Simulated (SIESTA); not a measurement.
The system is TaN.

```xyz
6
Lattice="5.1960 0.0000 0.0000 -2.5980 4.4999 0.0000 0.0000 0.0000 2.9110" Properties=species:S:1:pos:R:3 pbc="T T T"
Ta    0.0000    0.0000    0.0000
Ta    2.5980    1.5000    1.4555
Ta    0.0000    2.9999    1.4555
N    -1.0206    1.7678    0.0000
N     1.5774    2.7321    0.0000
N     2.0412    0.0000    0.0000
```

Base run:

- Program: SIESTA 5.4.2
- Functional: VV10
- Potentials or basis: PseudoDojo 0.4 standard (PBE files)
- Basis: DZP (energy shift 0.003 Ry; two zetas on semicore shells)
- Grid cutoff: 800 Ry
- Energy shift: 0.003 Ry
- k mesh: 6 × 6 × 9
- Occupations: fermi-dirac, width 0.05 eV
- Spin: no spin polarisation

Its results: band gap on the k mesh none (metal or under the smearing width); pressure 16.1 GPa; largest force 0.012 eV/Å.

**Question.** The run is repeated on the same cell with these changes: functional from VV10 to vdW-DF-cx. What comes out?

**Answer.** Band gap on the k mesh none (metal or under the smearing width); pressure 3.8 GPa; largest force 0.026 eV/Å.

Caveats: short orbitals over semicore shells can move pressures by several GPa; the potentials were made for another functional, which shifts forces and pressure; the basis of atomic orbitals isn't converged, which shifts pressures, moduli and gaps; the non-local part is tabulated coarsely and may be off by about a percent (some runs).
